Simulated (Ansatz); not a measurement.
# Mg, one cell by several methods

```
Mg
1.0
     3.30555    0.00000    0.00000
    -1.65277    2.86269    0.00000
     0.00000    0.00000    5.21033
Mg
2
Direct
  0.33333 0.66667 0.25000
  0.66667 0.33333 0.75000
```

Atom numbers follow the list: Mg1, Mg2.

Conventional cell: a = 3.306 Å, b = 3.306 Å, c = 5.210 Å, α = 90.00°, β = 90.00°, γ = 120.00°. Around Mg (atom 1) lie 12 Mg at 3.23 to 3.31 Å.

The cell is COD entry 9008506, as deposited and not checked against the literature; nothing was relaxed. The listed cell was then made from it by scaling, straining or moving an atom.

Methods: DFT, PBE, PAW with Ansatz's default frozen-core files, scalar-relativistic (Ansatz 0.2.0); DFT, PBE, all-electron LAPW, scalar-relativistic (Ansatz 0.2.0).

For PAW: a Γ-centred 12×12×7 k mesh, Fermi–Dirac smearing of 0.08 eV, cutoff 420 eV, no spin polarisation. LAPW targets a basis error of 0.5 meV/atom. The Ansatz runs share mesh, smearing and spin set-up. Plane-wave (PAW) pressures include the program's estimate of the Pulay term.

Stress and pressure are positive in compression.

The change that made this cell: equal xx and yy strain of +3 %.

PAW results:

| quantity | PAW |
| --- | --- |
| pressure (GPa) | -2.22 |
| stress xx (GPa) | -2.43 |
| stress zz (GPa) | -1.79 |

What does full-potential LAPW give for the same quantities?


| quantity | LAPW |
| --- | --- |
| pressure (GPa) | -2.23 |
| stress xx (GPa) | -2.45 |
| stress zz (GPa) | -1.81 |
